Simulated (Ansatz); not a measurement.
# Ta2C: the cost of one run

Method: DFT PBE, scalar-relativistic, plane waves, PAW, in Ansatz 0.2.0.

## 1. The system as given

It takes space group P6/mmm (No. 191, hexagonal). The conventional cell has a = 3.240 Å, b = 3.240 Å, c = 5.552 Å, α = 90.00°, β = 90.00°, γ = 120.00°. Around Ta (site symmetry 6mm) lie 1 C at 1.59 Å. Around C (site symmetry 6/mmm) lie 2 Ta at 1.59 Å.

Structure file:

```
CELL_PARAMETERS angstrom
3.24014 0.00000 0.00000
-1.62007 2.80604 0.00000
0.00000 0.00000 5.55229
ATOMIC_POSITIONS crystal
Ta 0.00000 0.00000 0.21392
Ta 0.00000 0.00000 0.78608
C 0.00000 0.00000 0.50000
```

Recipe of the guess: random cell by space group and Wyckoff sites (P6/mmm, No. 191). Lengths come from tabulated atomic sizes and are only a guess.

## 2. A first look at the guess

input.yaml

```yaml
crystal:
  lattice:
    - [3.24014101, 0.0, 0.0]
    - [-1.6200705, 2.80604443, 0.0]
    - [0.0, 0.0, 5.55228624]
  atoms:
    - { symbol: Ta, position: [0.0, 0.0, 0.21392486] }
    - { symbol: Ta, position: [0.0, 0.0, 0.78607514] }
    - { symbol: C, position: [0.0, 0.0, 0.5] }
basis:
  ecutwfc: 420
kpoints:
  mp_grid: { grid: [6, 6, 4] }
hamiltonian:
  xc: pbe
scf:
  occupations: { method: gaussian, width: 0.1 }
  lower_state_search: "off"
output:
  forces: true
  stress: true
  eigenvalues: true
```

Started as:

```console
$ ansatz run input.yaml --threads 1 --pin off --max-ram 2560MiB --backend cpu --events-out ev --progress --plain --runs-dir out
```

What time and memory should one allow on 1 thread of Intel Xeon at 2.70GHz, shared host?

About 2.6 s, with a peak of 0.33 GiB.
